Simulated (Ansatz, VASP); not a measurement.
This is a calculation of WC (Qusongite) for VASP 6.6.1.

INCAR

```
PREC = Accurate
ENCUT = 600
EDIFF = 1E-7
ISMEAR = -1
SIGMA = 0.05
LREAL = F
LASPH = T
NELM = 60
ALGO = Fast
ISIF = 3
LWAVE = F
LCHARG = F
GGA = PE
IBRION = 2
NSW = 60
EDIFFG = -0.01
```

KPOINTS

```
regular mesh
0
Gamma
  10 10 9
```

The input POSCAR:

```
WC
1.0
    2.9065000000      0.0000000000      0.0000000000
   -1.4532500000      2.5171028361      0.0000000000
    0.0000000000      0.0000000000      2.8366000000
W C
1 1
Direct
    0.0000000000      0.0000000000      0.0000000000
    0.6666666667      0.3333333333      0.5000000000
```

Potentials or basis: VASP PAW PBE potentials, release 64 (W_sv, C).

Run with:

```bash
$ cat potpaw_PBE.64/W_sv/POTCAR potpaw_PBE.64/C/POTCAR > POTCAR
$ mpirun -np 1 vasp_std > vasp.out
```

Q: Translate it to Ansatz 0.2.0. Potentials there: Ansatz PAW.

A: As run (the cutoff follows the program's own potentials):

File input.yaml:

```yaml
crystal:
  lattice:
    - [2.9065, 0.0, 0.0]
    - [-1.45325, 2.5171028361, 0.0]
    - [0.0, 0.0, 2.8366]
  atoms:
    - { symbol: W, position: [0.0, 0.0, 0.0] }
    - { symbol: C, position: [0.6666666667, 0.3333333333, 0.5] }
hamiltonian:
  xc: pbe
  pseudopotentials: { kind: paw }
kpoints:
  mp_grid: { grid: [10, 10, 9] }
scf:
  occupations: { method: fermi_dirac, width: 0.05 }
output:
  forces: true
  stress: true
relax:
  f_tol: 0.01
  max_steps: 40
  cell: { stress_tol: 0.05 }
```

Potentials or basis: Ansatz PAW.

Launch:

```bash
$ ansatz run input.yaml --threads 2 --pin off --max-ram 5632MiB --backend cpu --events-out ev --progress --plain --runs-dir out
```

Both were run:

|  | VASP | Ansatz | Ansatz less VASP |
| --- | --- | --- | --- |
| relaxed volume (Å³/atom) | 10.55 | 10.52 | -0.026 |
| relaxed cell length with the largest relative difference (Å) | 2.848 | 2.846 | -0.0026 |
| energy change over the relaxation (meV/atom) | -4 | -3 | +1.0 |

Caveats: the plane-wave basis is chosen anew once the cell has moved, so the energies of steps on either side of that aren't comparable (Ansatz); the pressure holds a Pulay correction of +0.3 GPa for the finite cutoff (Ansatz). The runs have no spin-orbit coupling, so splittings on W are missing. Zero-point motion and thermal expansion aren't in these numbers. PBE usually gives volumes a little too large and moduli too small.
